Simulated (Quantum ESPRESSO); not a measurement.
How far to go with shifted k-point meshes: NaBr (I4mm, 2 atoms in the cell)

```yaml
crystal:
  lattice:
    - [0.00000, 2.97008, 2.97008]
    - [2.97008, 0.00000, 2.97008]
    - [2.97008, 2.97008, 0.00000]
  atoms:
    - { symbol: Na, position: [0.00842, 0.00842, 0.99158] }
    - { symbol: Br, position: [0.50000, 0.50000, 0.50000] }
```

Level of theory: PBE, PseudoDojo standard norm-conserving (PBE) pseudopotentials (plane waves; Quantum ESPRESSO 7.5).

Base settings: ecutwfc = 90 Ry; occupations = smearing; smearing = fd; degauss = 0.00147 Ry; potentials = {Na: Na.upf, Br: Br.upf}; K_POINTS = automatic 5 5 5 0 0 0; conv_thr = 1e-11 Ry; mixing_beta = 0.4.

Shifted meshes do not hold Γ, so a gap read on them misses any band edge there.

Only quantities that move along the ladder and can be compared are tabulated.

The count of work is k-points × plane waves × bands × iterations; it is no time. 

The starting cell has typed, rounded lattice constants, without a prior relaxation at this level. Its lattice was rescaled by up to half a per cent. One atom was moved a little off its site on purpose. The shifted mesh does not hold Γ, so a gap read on it misses any band edge there.

| K_POINTS | free energy less the last step's (meV/atom) | gap on the mesh (eV) | count of work / last |
|---|---|---|---|
| automatic 2 2 2 1 1 1 | 1.00 | 5.851 | 0.0012 |
| automatic 3 3 3 1 1 1 | -0.01 | 5.153 | 0.0041 |
| automatic 4 4 4 1 1 1 | 0.00 | 4.794 | 0.0082 |
| automatic 5 5 5 1 1 1 | 0.00 | 4.601 | 0.016 |
| automatic 6 6 6 1 1 1 | 0.00 | 4.488 | 0.026 |
| automatic 8 8 8 1 1 1 | 0.00 | 4.369 | 0.059 |
| automatic 10 10 10 1 1 1 | 0.00 | 4.312 | 0.11 |
| automatic 12 12 12 1 1 1 | 0.00 | 4.280 | 0.19 |
| automatic 15 15 15 1 1 1 | 0.00 | 4.253 | 0.37 |
| automatic 17 17 17 1 1 1 | 0.00 | 4.243 | 0.54 |
| automatic 21 21 21 1 1 1 | 0.00 | 4.230 | 1.0 |

Coarsest K_POINTS that holds the free energy within 0.5 meV/atom of the last step, with all finer ones: automatic 3 3 3 1 1 1, at 0.0041 of the last step's count of work; the step before is off by 1.0 meV/atom.
